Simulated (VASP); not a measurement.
A run of VASP 6.6.1 is set up as follows.

INCAR

```
PREC = Accurate
ENCUT = 600
EDIFF = 1E-7
ISMEAR = 0
SIGMA = 0.03
LREAL = False
LASPH = True
NELM = 80
ALGO = Normal
ISIF = 3
LWAVE = False
LCHARG = False
IBRION = 2
NSW = 90
EDIFFG = -0.005
```

KPOINTS

```
regular mesh
0
Gamma
  10 10 10
```

POSCAR

```
BAs                                     
1.0
    0.0000000000      2.3711456976      2.3711456976
    2.3711456976     -0.0000000000      2.3711456976
    2.3711456976      2.3711456976      0.0000000000
  B               As            
     1     1
Direct
     0.0000000000000000    0.0000000000000000    0.0000000000000000
     0.2500000000000000    0.2500000000000000    0.2500000000000000
```

Potentials or basis: VASP PAW LDA potentials, release 64 (B, As).

Run with:

```console
$ cat potpaw_LDA.64/B/POTCAR potpaw_LDA.64/As/POTCAR > POTCAR
$ mpirun -np 1 vasp_std > vasp.out
```

Question: Predict the band gap on the k mesh.

Answer: 1.10 eV, indirect (least direct gap 3.28 eV).

Final structure:
```
CELL_PARAMETERS angstrom
0.00000 2.37115 2.37115
2.37115 0.00000 2.37115
2.37115 2.37115 0.00000
ATOMIC_POSITIONS crystal
B 0.00000 0.00000 0.00000
As 0.25000 0.25000 0.25000
```

Caveat: the relaxation stopped at its first step, so nothing moved. A k mesh can miss the band edges.
